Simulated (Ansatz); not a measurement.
# Minibands of AlN/LiF superlattices, part 4 of 4

How do the layer thicknesses change the gap of AlN/LiF? The crystals are AlN rock salt(001) and LiF rock salt(001), on a common net of side 2.878 Å (+0.0 % and +0.0 % against typed lattice constants near PBE's). Layer spacings come from each crystal relaxed along the normal on that net, and the joins take the mean spacing. The stacks are then relaxed. The first steps treat the bulk crystals alone.

Ansatz 0.2.0; PBE DFT, plane waves, PAW files (the session's first sound run).

So far, gap on path (eV): step 3 (band edges, crystal AlN rock salt(001)) 4.43; step 5 (band edges, crystal LiF rock salt(001)) 8.82; step 7 (band edges of the superlattice, atomic layers of each crystal 2×4, k-mesh 8×8×2) 4.67; step 10 (band edges of the superlattice, atomic layers of each crystal 1×1, k-mesh 8×8×6) 3.53.

The structure was built from a prototype and need not be the compound's stable phase.

## (13) Band edges of the superlattice, atomic layers of each crystal 4×2, k-mesh 8×8×2

Another period, with its own band edges.

Input file input.yaml:

```yaml
crystal:
  lattice:
    - [2.878, 0.0, 0.0]
    - [0.0, 2.878, 0.0]
    - [0.0, 0.0, 12.2084423833]
  atoms:
    - { symbol: "N", position: [0.0, 0.0, 0.0006085385] }
    - { symbol: Al, position: [0.5, 0.5, 0.0043980671] }
    - { symbol: "N", position: [0.5, 0.5, 0.1678367695] }
    - { symbol: Al, position: [0.0, 0.0, 0.1670065465] }
    - { symbol: "N", position: [0.0, 0.0, 0.3323340102] }
    - { symbol: Al, position: [0.5, 0.5, 0.3331642332] }
    - { symbol: "N", position: [0.5, 0.5, 0.4995622412] }
    - { symbol: Al, position: [0.0, 0.0, 0.4957727126] }
    - { symbol: F, position: [0.0, 0.0, 0.6695186364] }
    - { symbol: Li, position: [0.5, 0.5, 0.6656341064] }
    - { symbol: F, position: [0.5, 0.5, 0.8306521433] }
    - { symbol: Li, position: [0.0, 0.0, 0.8345366733] }
kpoints:
  mp_grid: { grid: [8, 8, 2] }
  band_path: { path: [VBM, CBM], npoints: 24 }
scf:
  occupations: { method: fixed }
  max_iter: 120
hamiltonian:
  xc: pbe
output:
  eigenvalues: true
  write_potential: true
  write_density: true
  volumetric_format: npy
```

Launch:

```
$ ansatz run input.yaml --threads 4 --pin off --max-ram 10240MiB --backend cpu --events-out ev --progress --plain --runs-dir out
```

Numbers of over 12 decimals in the logs are rounded to 6 here.

The log of the run:

```text
[...]
Crystal: 12 atoms, lattice volume = 101.121 Å³
Basis set: ecut = 420 eV, 1973 PW (Γ)
Bands: 38, of which v1, the nominal top of the filled ones, is band 26 counted from 1 (25 counted from 0)
Symmetry: 16 space group operations
[...]
k-points: 30 of 128
[...]
--- Band table (eV; the first three rows and the last of 30) ---
  k-point 0: bands = [... 22 lower, 8.2099, 8.3303, 8.8758, 8.8758, 13.5059, 14.2070, 14.7211, 15.0968, ... 8 higher]
  k-point 1: bands = [... 22 lower, 8.2139, 8.2675, 8.8742, 8.8742, 13.7994, 14.1832, 14.4349, 14.7237, ... 8 higher]
  k-point 2: bands = [... 22 lower, 8.1492, 8.2511, 8.5968, 8.8553, 14.0053, 14.5706, 15.2843, 15.9213, ... 8 higher]
  k-point 29: bands = [... 22 lower, 5.8627, 5.8627, 7.0793, 7.0793, 13.6157, 13.6157, 15.2002, 15.2002, ... 8 higher]
[key lines of the parts left out:]
SCF converged after 7 iterations
Free energy (F): -5727.253108 eV
Fermi energy:    8.875848 eV
```

It took 2.1 s on 4 threads of AMD EPYC 9R45, shared host; peak memory 0.49 GiB.

Levels at VBM (eV): -7.60, -6.28, -5.93, -5.55, -5.55, -5.04, -5.04, -3.81, -2.31, -2.31, -2.09, -1.56, -1.56, -0.67, -0.67, -0.55, 0.00, 0.00, 4.63, 5.33, 5.85, 6.22, 6.89, 6.95, 7.11.

The searched edges give 4.63 eV, as on the mesh.

## (14) Minibands and complex bands along the stacking, atomic layers of each crystal 4×2

This step: PBE DFT, plane waves, PAW files; complex bands by layer matching along the plane's normal (Ansatz 0.2.0).

The whole cell is now the period, so open channels are minibands and Im kz is the decay through the stack.

input.yaml: that of step 13 with these lines changed.

```diff
@@ -20,3 +20,2 @@
   mp_grid: { grid: [8, 8, 2] }
-  band_path: { path: [VBM, CBM], npoints: 24 }
 scf:
@@ -28,4 +27,6 @@
   eigenvalues: true
-  write_potential: true
-  write_density: true
-  volumetric_format: npy
+  transmission:
+    leads: [[0, 0]]
+    kpoints: [[0.0, 0.0], [0.5, 0.0]]
+    e_range: [-1.5, 6.13]
+    de: 0.11
```

The log of the run:

```text
[...]
Crystal: 12 atoms, lattice volume = 101.121 Å³
Basis set: ecut = 420 eV, 1973 PW (Γ)
Bands: 38, of which v1, the nominal top of the filled ones, is band 26 counted from 1 (25 counted from 0)
Symmetry: 16 space group operations
[...]
k-points: 30 of 128
[...]
k-point 29: bands = [... 22 lower, 5.8627, 5.8627, 7.0793, 7.0793, 13.6157, 13.6157, 15.2002, 15.2002, ... 8 higher]
--- Transmission ---
  basis      : 69 plane waves across, 18 finite elements along
  points     : 2, as listed
[...]
crystal 0  : Li2F2N4Al4, at the sites [0, 0], period 12.2084 Å: whole cells are its period
[...]
channels       : 0.000000e0 a spin
[...]
slowest decay  : 0.4082 /Å at (0.0000, 0.0000)
[key lines of the parts left out:]
SCF converged after 7 iterations
Free energy (F): -5727.253108 eV
Fermi energy:    8.875848 eV
```

The job ended after 1.9 s (4 threads; peak memory 0.5 GiB).

At +2.35 eV, the grid energy nearest the filling level (the middle of the gap on the SCF mesh), the slowest state at the listed wavevectors decays with κ = 0.408 Å⁻¹, its amplitude falling by e over 2.4 Å.

## (15) A repeat with changed settings

This step: PBE DFT, plane waves, PAW files; complex bands by layer matching along the plane's normal; changed: crystal.atoms[0].symbol = "Xx" (Ansatz 0.2.0).

This run repeats an earlier one, its twin (the minibands run), with one setting changed (starting moments or atoms; files written aside). The setting was drawn as a possible misstep, on purpose.

input.yaml: that of step 14 with these lines changed.

```diff
@@ -6,3 +6,3 @@
   atoms:
-    - { symbol: "N", position: [0.0, 0.0, 0.0006085385] }
+    - { symbol: Xx, position: [0.0, 0.0, 0.0006085385] }
     - { symbol: Al, position: [0.5, 0.5, 0.0043980671] }
```

The log of the run:

```text
Error: YAML parse error: error: line 7 column 17: `Xx` is not an element symbol (H … Og, case-exact)
 --> <input>:7:17
  |
5 |     - [0.0, 0.0, 12.2084423833]
6 |   atoms:
7 |     - { symbol: Xx, position: [0.0, 0.0, 0.0006085385] }
  |                 ^ `Xx` is not an element symbol (H … Og, case-exact)
8 |     - { symbol: Al, position: [0.5, 0.5, 0.0043980671] }
9 |     - { symbol: "N", position: [0.5, 0.5, 0.1678367695] }
  |
```

Wall time 0.02 s (4 threads); peak memory 0.028 GiB.

The program refused the input before any cycle.

The program's message: “Error: YAML parse error: error: line 7 column 17: `Xx` is not an element symbol (H … Og, case-exact)”

The change that led to it: crystal.atoms[0].symbol = "Xx".

## (16) What came out

```
gap, 2+4 layers                                    : 4.67 eV
gap, 1+1 layers                                    : 3.53 eV
gap, 4+2 layers                                    : 4.63 eV
least decay at +2.35 eV, listed points, 2+4 layers : 0.541 Å⁻¹
least decay at +1.74 eV, listed points, 1+1 layers : 0.418 Å⁻¹
least decay at +2.35 eV, listed points, 4+2 layers : 0.408 Å⁻¹
```

**Reading.** The gap is smallest for 1+1 layers and largest for 2+4, a spread of 1.1 eV (3.53 to 4.67 eV). Both layers differ between these two. A semilocal functional narrows gaps.

[Logs are printed without paths, hosts, clocks, repeated set-up lines and the standing remarks that a program may print on its own settings, such as how far it seeks lower states.]

[Hosts, paths, dates, database ids (printed as entryN), source tags and the programs' standing remarks are cut or masked in the printed files.]
